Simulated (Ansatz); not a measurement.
# As in Ansatz: the effect of functional

Crystal: As.

```
CELL_PARAMETERS angstrom
1.80033 -5.42567 0.00000
1.80033 5.42567 0.00000
0.00000 0.00000 4.40959
ATOMIC_POSITIONS crystal
As 0.39000 0.61000 0.56000
As 0.89000 0.11000 0.94000
As 0.61000 0.39000 0.44000
As 0.11000 0.89000 0.06000
```

This isn't the form of As at room conditions, which is rhombohedral.

The cell isn't the ideal one: volume scaled by 0.96.

Alike in all runs:

| Item | Value |
| --- | --- |
| Program | Ansatz 0.2.0 |
| Task | single point |
| Potentials or basis | Ansatz PAW |
| k mesh | 8 × 8 × 6 |
| Occupations | fermi-dirac, width 0.05 eV |
| Spin | no spin polarisation |

Problem. One run gave: gap on the mesh none; pressure 1.1 GPa; largest force 0.23 eV/Å. Which functional did it use?
A. PBEsol
B. LDA
C. r2SCAN

Solution. B.

```tsv
functional	cutoff	gap on the mesh (eV)	pressure (GPa)	largest force (eV/Å)
LDA	420 eV (not typed: the program's choice for these potentials)	none	1.1	0.23
PBEsol	420 eV (not typed: the program's choice for these potentials)	none	2.8	0.34
r2SCAN	500 eV (not typed: the program's choice for these potentials)	0.18	4.7	0.18
```

Caveats: the PAW data sets come from PBE, with cores solved anew for the run's functional, which leaves a small shift of forces and pressure.

A k mesh can miss the band edges.

A gap of «none» marks a metal or a gap under the smearing width.
